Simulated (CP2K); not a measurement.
Write the native input for CP2K 2026.2 that does the following.

| Quantity | Value |
| --- | --- |
| Task | single point |
| Functional | PBE |
| Potentials or basis | POTENTIAL_UZH Sn GTH-PBE-q14, O GTH-PBE-q6; TZVP-MOLOPT-PBE-GTH basis |
| Density cutoff | 8163 eV |
| k mesh | 9 × 9 × 9 |
| Occupations | fermi-dirac, width 0.05 eV |
| Spin | no spin polarisation |
| SCF solver | diagonalisation with k points |
| Quickstep method | GPW |
| EPS_DEFAULT | 1.0E-9 |
| EPS_SCF | 1.0E-6 |
| MAX_SCF | 100 |
| SCF_GUESS | ATOMIC |
| k points reduced by the point group | yes |
| Mesh centred on Gamma | yes |
| CHOLESKY | OFF |
| EPS_EIGVAL | 1.0E-7 |
| MIXING METHOD | BROYDEN_MIXING |
| MIXING ALPHA | 0.4 |
| NBUFFER | 8 |
| NGRIDS | 4 |
| Basis sets | Sn TZVP-MOLOPT-PBE-GTH-q14, O TZVP-MOLOPT-PBE-GTH-q6 |
| Potentials | Sn GTH-PBE-q14 of POTENTIAL_UZH, O GTH-PBE-q6 of POTENTIAL_UZH |
| ADDED_MOS | [10] |
| REL_CUTOFF (Ry) | 60 Ry |
| MIXING BETA (1/bohr) | 1.5 1/bohr |
| CUTOFF of the grids | 600 Ry |

Crystal: SnO.

```
Sn O
1.0
     3.13193    0.00000    0.00000
     0.00000    3.13193    0.00000
     0.00000    0.00000    3.13193
Sn O
1 1
Direct
  0.00000 0.00000 0.00000
  0.50000 0.50000 0.50000
```

The cell was built by a generator and needn't be a form met in nature.

One way to write it, as run:

sno_scf.inp

```
&GLOBAL
  PROJECT sno_scf
  RUN_TYPE ENERGY_FORCE
  PRINT_LEVEL LOW
&END GLOBAL
&FORCE_EVAL
  METHOD QS
  STRESS_TENSOR ANALYTICAL
  &DFT
    BASIS_SET_FILE_NAME BASIS_MOLOPT_UZH
    POTENTIAL_FILE_NAME POTENTIAL_UZH
    &MGRID
      CUTOFF 600
      REL_CUTOFF 60
      NGRIDS 4
    &END MGRID
    &QS
      METHOD GPW
      EPS_DEFAULT 1.0E-9
    &END QS
    &KPOINTS
      SCHEME MONKHORST-PACK 9 9 9
      GAMMA_CENTERED T
      SYMMETRY T
      SYMMETRY_BACKEND SPGLIB
    &END KPOINTS
    &SCF
      SCF_GUESS ATOMIC
      EPS_SCF 1.0E-6
      MAX_SCF 100
      ADDED_MOS 10
      CHOLESKY OFF
      EPS_EIGVAL 1.0E-7
      &DIAGONALIZATION ON
        ALGORITHM STANDARD
      &END DIAGONALIZATION
      &MIXING ON
        METHOD BROYDEN_MIXING
        ALPHA 0.4
        BETA 1.5
        NBUFFER 8
      &END MIXING
      &SMEAR ON
        METHOD FERMI_DIRAC
        ELECTRONIC_TEMPERATURE [K] 580.226
      &END SMEAR
    &END SCF
    &XC
      &XC_FUNCTIONAL PBE
      &END XC_FUNCTIONAL
    &END XC
    &PRINT
      &KPOINTS ON
      &END KPOINTS
      &MULLIKEN ON
      &END MULLIKEN
      &MO ON
        ENERGIES T
        OCCUPATION_NUMBERS T
        &EACH
          QS_SCF 0
        &END EACH
        ADD_LAST NUMERIC
      &END MO
      &E_DENSITY_CUBE ON
        STRIDE 2
      &END E_DENSITY_CUBE
      &V_HARTREE_CUBE ON
        STRIDE 2
      &END V_HARTREE_CUBE
      &ELF_CUBE ON
        STRIDE 2
      &END ELF_CUBE
    &END PRINT
  &END DFT
  &SUBSYS
    &CELL
      ABC 3.1319300000 3.1319300000 3.1319300000
      ALPHA_BETA_GAMMA 90.0000000000 90.0000000000 90.0000000000
      PERIODIC XYZ
    &END CELL
    &COORD
      SCALED
      Sn  0.0000000000 0.0000000000 0.0000000000
      O   0.5000000000 0.5000000000 0.5000000000
    &END COORD
    &KIND Sn
      BASIS_SET TZVP-MOLOPT-PBE-GTH-q14
      POTENTIAL GTH-PBE-q14
    &END KIND
    &KIND O
      BASIS_SET TZVP-MOLOPT-PBE-GTH-q6
      POTENTIAL GTH-PBE-q6
    &END KIND
    &PRINT
      &ATOMIC_COORDINATES ON
      &END ATOMIC_COORDINATES
      &CELL ON
      &END CELL
    &END PRINT
  &END SUBSYS
  &PRINT
    &FORCES ON
    &END FORCES
    &STRESS_TENSOR ON
    &END STRESS_TENSOR
  &END PRINT
&END FORCE_EVAL
```

Potentials or basis: POTENTIAL_UZH Sn GTH-PBE-q14, O GTH-PBE-q6; TZVP-MOLOPT-PBE-GTH basis.

Launch:

```bash
$ OMP_NUM_THREADS=1 cp2k.psmp -i sno_scf.inp -o sno_scf.out
```

It gave:

The pressure is 0.5 GPa, the band gap on the k mesh is 0.48 eV, indirect (least direct gap 0.86 eV) and the mulliken charges are Sn +0.84; O -0.84 e.

Caveat: Mulliken charges move with the basis; spin-orbit coupling is left out, which moves the levels of the heavy elements; an odd mesh through Γ misses points on the zone boundary, where band edges often lie; the basis of atomic orbitals isn't converged, which shifts pressures, moduli and gaps.

Run time: 86 s on 1 thread of Intel(R) Xeon(R) Platinum 8259CL CPU @ 2.50GHz (Skylake/Cascade Lake), with other jobs on the host, peak memory 0.36 GiB.
